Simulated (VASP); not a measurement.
Wanted: the native input for a VASP 6.6.1 run.

| Item | Value |
| --- | --- |
| Task | single point |
| Functional | PBE |
| Potentials or basis | VASP PAW PBE potentials, release 64 (B, N) |
| Cutoff | 520 eV |
| k mesh | 20 × 20 × 20 |
| Occupations | gaussian, width 0.02 eV |
| Spin | no spin polarisation |
| Further INCAR settings | ALGO = Fast; EDIFF = 1e-07 |

The structure of BN lies in POSCAR:

```
BN                                      
1.0
    0.0000000000      1.8306642940      1.8306642940
    1.8306642940      0.0000000000      1.8306642940
    1.8306642940      1.8306642940      0.0000000000
  B               N             
     1     1
Direct
     0.0000000000000000    0.0000000000000000    0.0000000000000000
     0.2500000000000000    0.2500000000000000    0.2500000000000000
```

The cell isn't the ideal one: a relaxed cell with its volume scaled by 1.03.

One way to write it, as run:

INCAR

```
SYSTEM = BN
ALGO = Fast ; EDIFF = 1E-7
ENCUT = 520 ; GGA = PE
ISIF = 2 ; ISMEAR = 0
LASPH = .TRUE. ; LCHARG = .FALSE.
LREAL = .FALSE. ; LWAVE = .FALSE.
NELM = 80 ; PREC = Accurate
SIGMA = 0.02
```

KPOINTS

```
k-points
0
G
  20 20 20
  0 0 0
```

Potentials or basis: VASP PAW PBE potentials, release 64 (B, N).

The run is started by

```console
$ cat potpaw_PBE.64/B/POTCAR potpaw_PBE.64/N/POTCAR > POTCAR
$ mpirun -np 1 vasp_std > vasp.out
```

It gave:

```yaml
Pressure: -10.5 GPa
Band_gap_on_the_k_mesh: 4.42 eV, indirect (least direct gap 8.64 eV)
```

Wall time 11 s on 1 thread of Intel(R) Xeon(R) 6975P-C (Granite Rapids) (shared host), peak memory 0.14 GiB.
